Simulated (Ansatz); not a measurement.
## MnO: single point with PBEsol

MnO:

```
CELL_PARAMETERS angstrom
3.15461 0.00000 0.00000
0.00000 4.39706 0.00000
0.00000 0.00000 3.09659
ATOMIC_POSITIONS crystal
Mn 0.49267 0.00583 0.73992
Mn 0.98911 0.52102 0.26021
O 0.00248 0.00427 0.23587
O 0.48983 0.49918 0.77030
```

The cell is a database's computed one.

The cell isn't the ideal one: atoms moved at random, drawn with an rms of 0.05 Å.

| Item | Value |
| --- | --- |
| Program | Ansatz 0.2.0 |
| Task | single point |
| Functional | PBEsol |
| Potentials or basis | all-electron LAPW, scalar-relativistic |
| Cutoff | 357 eV (chosen from the basis error) |
| Basis error allowed | 0.001 eV/atom |
| k mesh | 8 × 6 × 9 |
| Occupations | fermi-dirac, width 0.05 eV |
| Spin | collinear spin, ferromagnetic start |
| Starting moments | [4.0, 4.0, 0.0, 0.0] μB |

```
Pressure               : -4.8 GPa
Largest force          : 0.204 eV/Å
Band gap on the k mesh : none (metal or under the smearing width)
Net moment             : -0.01 μB per cell
Absolute moment        : 9.13 μB per cell
Site moments           : Mn +4.23, -4.23; O +0.08, -0.09 μB
Loewdin charges        : Mn +1.15; O -1.02 e
```

Forces on the atoms (eV/Å):
```
Mn   0.065  0.085 -0.022
Mn  -0.006 -0.102  0.057
O   -0.114  0.003  0.162
O    0.054  0.015 -0.197
```

Stress tensor (GPa, compression positive):
```
-5.58  0.00 -0.06
 0.00 -5.41 -0.03
-0.06 -0.03 -3.39
```

Levels at points of the mesh, in eV from the Fermi level:
Spin up:
```
             k point  band 20  band 21  band 22  band 23  band 24  band 25  band 26  band 27
  (0.00, 0.00, 0.00)    -3.01    -2.94    -2.69    -2.53    -0.31    -0.13     1.39     1.43
 (0.00, -0.50, 0.00)    -2.68    -2.22    -2.21    -1.78    -0.44     1.45     1.50     1.62
 (-0.50, 0.00, 0.00)    -2.51    -2.18    -1.89     0.03     1.26     1.39     1.50     1.88
(-0.50, -0.50, 0.00)    -2.34    -2.12    -0.05     0.13     1.59     1.69     1.76     3.19
```
Spin down:
| k point | band 21 | band 22 | band 23 | band 24 | band 25 | band 26 |
| --- | --- | --- | --- | --- | --- | --- |
| (0.00, 0.00, 0.00) | -2.88 | -2.68 | -2.44 | -0.32 | -0.13 | 1.36 |
| (0.00, -0.50, 0.00) | -2.21 | -2.18 | -1.75 | -0.45 | 1.44 | 1.49 |
| (-0.50, 0.00, 0.00) | -2.18 | -1.90 | 0.01 | 1.25 | 1.39 | 1.48 |
| (-0.50, -0.50, 0.00) | -2.12 | -0.06 | 0.10 | 1.59 | 1.70 | 1.73 |

Run time: 3.8 min on 4 threads of Arm Neoverse V1 (shared host), peak memory 1.6 GiB.

Caveat: the atomic charges don't sum to the cell's charge; semilocal functionals often make such compounds metallic where correlation or magnetic order opens a gap, which also shifts bond lengths; the starting moments weren't kept.
